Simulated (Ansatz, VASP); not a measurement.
## One calculation of V, two programs

```xyz
2
Lattice="0.0000 2.5806 2.5806 2.5806 0.0000 2.5806 2.5806 2.5806 0.0000" Properties=species:S:1:pos:R:3 pbc="T T T"
V    -0.6451   -0.6451   -0.6451
V     0.6451    0.6451    0.6451
```

Change from the starting cell: volume scaled by 0.92, LAPW.

Alike in both runs: task single point; functional PBE; k mesh 14 × 14 × 14; occupations fermi-dirac, width 0.08 eV; no spin polarisation.

```csv
,VASP,Ansatz
version,VASP 6.6.1,Ansatz 0.2.0
potentials or method,"VASP PAW PBE potentials, release 64 (V_sv), cutoff 520 eV","all-electron LAPW, scalar-relativistic"
```

```csv
,VASP,Ansatz,Ansatz less VASP
pressure (GPa),7.0,6.2,-0.76
```

Ansatz ran all-electron here, so the differences hold the error of VASP's frozen core and of both bases.
